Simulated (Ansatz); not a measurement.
Vibrational response of FeSi

All numbers below come from DFT PBE, scalar-relativistic, plane waves, PAW (Ansatz 0.2.0). Cutoff 420 eV, 20×20×20 k-points (Γ-centred), Fermi-Dirac smearing of 0.15 eV. No spin polarisation. Phonons by linear response, acoustic sum rule imposed.

Equilibrium structure at this level:
```
Fe Si
1.0
     2.75980    0.00000    0.00000
     0.00000    2.75980    0.00000
     0.00000    0.00000    2.75980
Fe Si
1 1
Direct
  0.00000 0.00000 0.00000
  0.50000 0.50000 0.50000
```

The structure comes from a generated guess, relaxed at this level; another structure or a mixture of phases may lie lower. In a metal, frequencies depend on the k mesh and the smearing, soft modes most.

Optical modes at Γ:
```
frequency (THz)  degeneracy
           9.20           3
```

All 3 optical modes at Γ are real: no displacement of atoms at fixed cell lowers the energy to second order. Strains and modes at other wave vectors aren't tested by this run.
